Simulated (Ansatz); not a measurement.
# Two Ansatz runs on Pb

Structure from Materials Project entry mp-22692 (possibly hypothetical), not relaxed further.

First run: DFT, PBEsol, all-electron PAW with datasets made for the crystal, scalar-relativistic (Ansatz 0.2.0).

Command: `ansatz run input.yaml --threads 1 --pin off --max-ram 2048MiB --backend cpu --events-out ev --progress --plain --runs-dir out` The run took 4.5 s on 1 thread of Arm Neoverse V2, on a shared host.

```yaml
crystal:
  lattice:
    - [-1.9796595667, 1.9796595667, 1.9796595667]
    - [1.9796595667, -1.9796595667, 1.9796595667]
    - [1.9796595667, 1.9796595667, -1.9796595667]
  atoms:
    - { symbol: Pb, position: [0.0, 0.0, 0.0] }
kpoints:
  mp_grid: { grid: [13, 13, 13] }
scf:
  occupations: { method: fermi_dirac, width: 0.08 }
hamiltonian:
  xc: pbesol
  pseudopotentials: { kind: all_electron, datasets: crystal, nuclear_model: point }
output:
  forces: true
  stress: true
  eigenvalues: true
  efg: { contact_densities: true }
```

Result: converged; pressure -1.59 GPa; no gap on the k mesh; 8 SCF iterations.

Spin–orbit coupling is left out, though it moves levels of the heavy atoms by tenths of an eV or more.

The input is then changed:

```diff
@@ -9,5 +9,6 @@
   mp_grid: { grid: [13, 13, 13] }
 scf:
-  occupations: { method: fermi_dirac, width: 0.08 }
+  occupations: { method: gaussian, width: 0.001 }
+  algorithm: density_mixing
 hamiltonian:
   xc: pbesol
@@ -18,3 +19,5 @@
   eigenvalues: true
   efg: { contact_densities: true }
+basis:
+  xc_grid: 2
```

**Question.** What does the second run give?

**Answer.** It converged; energy at zero smearing -0.2 meV/atom from the first run; pressure -1.64 GPa; no gap on the k mesh; 6 SCF iterations.
